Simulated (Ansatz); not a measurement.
Stackings of close-packed layers of MgS (capitals for Mg, lower case for the other element), each relaxed to a stress under 0.05 GPa; energies count from the stacking AcBaCb (Fm-3m).

Computed with Ansatz 0.2.0, DFT PBE, scalar-relativistic, plane waves, PAW.

Settings: cutoff 420 eV, Γ-centred mesh 9×9×2 on the computed 14-atom cell, Gaussian smearing of 0.02 eV; no spin polarisation.

Start (AcBaCbAbCbAbCb):

```xyz
14
Lattice="3.6979 0.0000 0.0000 -1.8490 3.2025 0.0000 0.0000 0.0000 21.1356" Properties=species:S:1:pos:R:3 pbc="T T T"
Mg    0.0000    0.0000    0.0000
S     1.8490    1.0675    1.5097
Mg    0.0000    2.1350    3.0194
S     0.0000    0.0000    4.5291
Mg    1.8490    1.0675    6.0387
S     0.0000    2.1350    7.5484
Mg    0.0000    0.0000    9.0581
S     0.0000    2.1350   10.5678
Mg    1.8490    1.0675   12.0775
S     0.0000    2.1350   13.5872
Mg    0.0000    0.0000   15.0969
S     0.0000    2.1350   16.6066
Mg    1.8490    1.0675   18.1162
S     0.0000    2.1350   19.6259
```

Question: Relax it.

Answer: The free energy falls by 48 meV/atom.

| Item | Value |
| --- | --- |
| excess energy (meV/atom) | 136.6 |
| spacing of like layers (Å) | 3.173 |
| a (Å) | 3.653 |
| gap on the mesh (eV) | 1.84 |

Relaxed structure:
```xyz
14
Lattice="3.6525 0.0000 0.0000 -1.8263 3.1632 0.0000 0.0000 0.0000 22.2123" Properties=species:S:1:pos:R:3 pbc="T T T"
Mg    0.0000    0.0000    0.1328
S     1.8263    1.0544    1.6519
Mg    0.0000    2.1088    3.1732
S     0.0000    0.0000    4.6945
Mg    1.8263    1.0544    6.2136
S     0.0000    2.1088    7.7380
Mg    0.0000    0.0000    9.3655
S     0.0000    2.1088   11.0017
Mg    1.8263    1.0544   12.6407
S     0.0000    2.1088   14.2793
Mg    0.0000    0.0000   15.9179
S     0.0000    2.1088   17.5569
Mg    1.8263    1.0544   19.1931
S     0.0000    2.1088   20.8206
```

An odd mesh misses points on the zone edge, so a gap read on it can be too wide.

The run took 2.2 min on 1 thread of Arm Neoverse V1, with other jobs on the host, peak memory 0.62 GiB.